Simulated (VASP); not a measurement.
Crystal: P.

```
CELL_PARAMETERS angstrom
1.72573 0.99635 3.12968
-1.72573 0.99635 3.12968
0.00000 -1.99270 3.12968
ATOMIC_POSITIONS crystal
P 0.22708 0.22708 0.22708
P 0.77292 0.77292 0.77292
```

This isn't the form of P at room conditions, which is orthorhombic.

- Program: VASP 6.6.1
- Task: relaxation of cell and atoms
- Functional: PBEsol
- Dispersion: D3(BJ)
- Potentials or basis: VASP PAW PBE potentials, release 64 (P)
- Cutoff: 520 eV
- k mesh: 15 × 15 × 15
- Occupations: gaussian, width 0.02 eV
- Spin: no spin polarisation

At the start: pressure -5.3 GPa; volume 16.14 Å³/atom.

How do energy, volume and symmetry change on relaxing?

Over 19 steps the energy falls by 57.1 meV/atom and the volume is 13.85 Å³/atom (-14.2 %); space group R-3m (No. 166, to 0.05 Å).

Step by step:
```
step  energy change (eV)  largest force (eV/Å)  pressure (GPa)  volume (Å³)
   1              0.0000                0.3141           -5.34        32.29
   2             -0.0501                0.5501            0.95        29.84
   3             -0.0502                0.5669            1.38        29.71
   4             -0.0863                0.2273            0.90        29.05
   5             -0.1002                0.0226            0.73        28.37
   6             -0.1015                0.0466            0.61        28.15
   7             -0.1081                0.0173            0.39        27.71
   8             -0.0990                0.1097            3.32        26.81
   9             -0.1107                0.0439            1.03        27.44
  10             -0.1123                0.0664           -1.57        27.99
  11             -0.1136                0.0499           -0.56        27.76
  12             -0.1139                0.0085            0.49        27.58
  13             -0.1141                0.0190            0.12        27.65
  14             -0.1141                0.0197            0.11        27.65
  15             -0.1141                0.0133            0.00        27.68
  16             -0.1142                0.0099           -0.08        27.71
  17             -0.1142                0.0088           -0.11        27.72
  18             -0.1142                0.0060            0.12        27.69
  19             -0.1142                0.0007            0.02        27.70
```

Final structure:
```
P
1.0
     1.69716    0.97986    2.77609
    -1.69716    0.97986    2.77609
     0.00000   -1.95971    2.77609
P
2
Direct
  0.24130 0.24130 0.24130
  0.75870 0.75870 0.75870
```

Caveat: the PAW data sets were made with another functional, which shifts forces and pressure a little; pairwise dispersion overbinds metals, which lowers pressure and volume.
